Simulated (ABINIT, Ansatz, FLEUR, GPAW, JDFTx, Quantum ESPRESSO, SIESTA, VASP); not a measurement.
## TiO2: programs and potentials compared

```
Ti O
1.0
    -1.89210    1.89210    4.75730
     1.89210   -1.89210    4.75730
     1.89210    1.89210   -4.75730
Ti O
2 4
Direct
  0.75000 0.25000 0.50000
  0.00000 0.00000 0.00000
  0.79190 0.79190 0.00000
  0.54190 0.04190 0.50000
  0.95810 0.45810 0.50000
  0.20810 0.20810 0.00000
```

Alike in all runs: task single point; functional PBE; k mesh 10 × 10 × 10; occupations fermi-dirac, width 0.05 eV; no spin polarisation; no spin-orbit coupling. Pressure is positive in compression and, in plane waves, holds the error of the finite cutoff, which Ansatz's Pulay term estimates and takes out.

```
                                                                                   program and potentials  plane-wave cutoff (eV)                             notes  band gap (eV)  pressure (GPa)  largest force (eV/Å)
                                                                Quantum ESPRESSO, SSSP 1.3 efficiency PBE                     748                                 -           2.13            4.89                 0.103
                                                                               FLEUR, all-electron, FLAPW                       -                                 -           2.13               -                 0.107
SIESTA, files PseudoDojo sr-pbe-0.4.1-standard, DZP (energy shift 0.003 Ry; two zetas on semicore shells)                       -                      atomic basis           2.00            9.13                 0.201
                                                                    Ansatz, Ansatz PAW (earlier soft set)                     420  Pulay term of +0.40 GPa included           2.14            5.18                 0.100
                                                               GPAW, GPAW PAW data sets (gpaw-data 1.2.1)                     800                                 -           2.15            6.26                 0.135
                                                                     VASP, PBE PAW files O, Ti_sv, 520 eV                     520                                 -           2.11            5.88                 0.125
                                                                                 ABINIT, JTH PAW PBE v2.0                     626                                 -           2.13            5.46                 0.108
                                                                    JDFTx, PseudoDojo-SR-PBE-0.5-standard                    1143                                 -           2.16            4.62                 0.081
```

Force on atom 3 (O), eV/Å:

```csv
program and potentials,x,y,z
"Quantum ESPRESSO, SSSP 1.3 efficiency PBE",0.000,0.000,-0.103
"FLEUR, all-electron, FLAPW",0.000,0.000,-0.107
"SIESTA, files PseudoDojo sr-pbe-0.4.1-standard, DZP (energy shift 0.003 Ry; two zetas on semicore shells)",-0.001,0.000,-0.201
"Ansatz, Ansatz PAW (earlier soft set)",0.000,0.000,-0.100
"GPAW, GPAW PAW data sets (gpaw-data 1.2.1)",0.000,0.000,-0.135
"VASP, PBE PAW files O, Ti_sv, 520 eV",0.000,0.000,-0.125
"ABINIT, JTH PAW PBE v2.0",0.000,0.000,-0.108
"JDFTx, PseudoDojo-SR-PBE-0.5-standard",0.000,0.000,-0.081
```

The band gap spans 2.00 (SIESTA, files PseudoDojo sr-pbe-0.4.1-standard, DZP (energy shift 0.003 Ry; two zetas on semicore shells)) to 2.16 eV (JDFTx, PseudoDojo-SR-PBE-0.5-standard), with all-electron results at 2.13. The pressure spans 4.62 (JDFTx, PseudoDojo-SR-PBE-0.5-standard) to 9.13 GPa (SIESTA, files PseudoDojo sr-pbe-0.4.1-standard, DZP (energy shift 0.003 Ry; two zetas on semicore shells)). The pressure on the cell as given of SIESTA, files PseudoDojo sr-pbe-0.4.1-standard, DZP (energy shift 0.003 Ry; two zetas on semicore shells) lies far from the others; the cause wasn't traced. The gap is indirect and read on the mesh alone. Rows in atomic bases carry the error of their basis and grid, which can be large.

The functional is the same throughout but for its coding, so the spread measures potentials, basis and numerics; runs on potential files found faulty are left out.

The cell is that of anatase, whose gap separates O 2p valence states from Ti 3d conduction states. The plane-wave runs lie close to the all-electron gap of 2.13 eV, so the choice of potential matters little here. All the gaps nevertheless fall well below the measured one, as expected of a semilocal functional, whose Kohn-Sham gap lacks the derivative discontinuity; agreement between programs doesn't lessen that error.

Pressure and force are more telling. Every computed pressure is positive, so PBE favours a larger cell, in line with its usual underbinding of oxides. The force on oxygen runs along the tetragonal axis, the only direction symmetry leaves free, and acts to lengthen the apical Ti–O bond. Larger pressures mostly accompany larger forces, with Quantum ESPRESSO and Ansatz slightly out of order, which suggests that both quantities register the same small differences in the description of the Ti–O bond. How far the axial ratio would change on relaxation can't be read from the pressure alone.
